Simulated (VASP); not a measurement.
A run of VASP 6.6.1:

File INCAR:

```
SYSTEM = GaAs
PREC = Accurate ; ENCUT = 520
EDIFF = 1E-7 ; ISMEAR = 0
SIGMA = 0.05 ; LREAL = .False.
LASPH = .True. ; NELM = 100
ALGO = Normal ; ISIF = 2
LWAVE = .False. ; LCHARG = .False.
GGA = PE ; NBANDS = 16
```

Contents of KPOINTS:

```
regular mesh
0
Gamma
  12 12 12
  0 0 0
```

POSCAR

```
GaAs
1.0
    0.0000000000      2.8524047240      2.8524047240
    2.8524047240      0.0000000000      2.8524047240
    2.8524047240      2.8524047240      0.0000000000
Ga As
1 1
Direct
    0.0000000000      0.0000000000      0.0000000000
    0.7500000000      0.7500000000      0.7500000000
```

Potentials or basis: VASP PAW PBE potentials, release 64 (Ga_d, As).

Run with:

```console
$ cat potpaw_PBE.64/Ga_d/POTCAR potpaw_PBE.64/As/POTCAR > POTCAR
$ mpirun -np 1 vasp_std > vasp.out
```

Hardware: 1 thread of Intel(R) Xeon(R) 6975P-C (Granite Rapids), on a shared host.

Problem. Estimate the wall time of this run.

Solution. Run time: 22 s on 1 thread of Intel(R) Xeon(R) 6975P-C (Granite Rapids), with other jobs on the host, peak memory 0.2 GiB. Counts: scf iterations 14, k points 72.
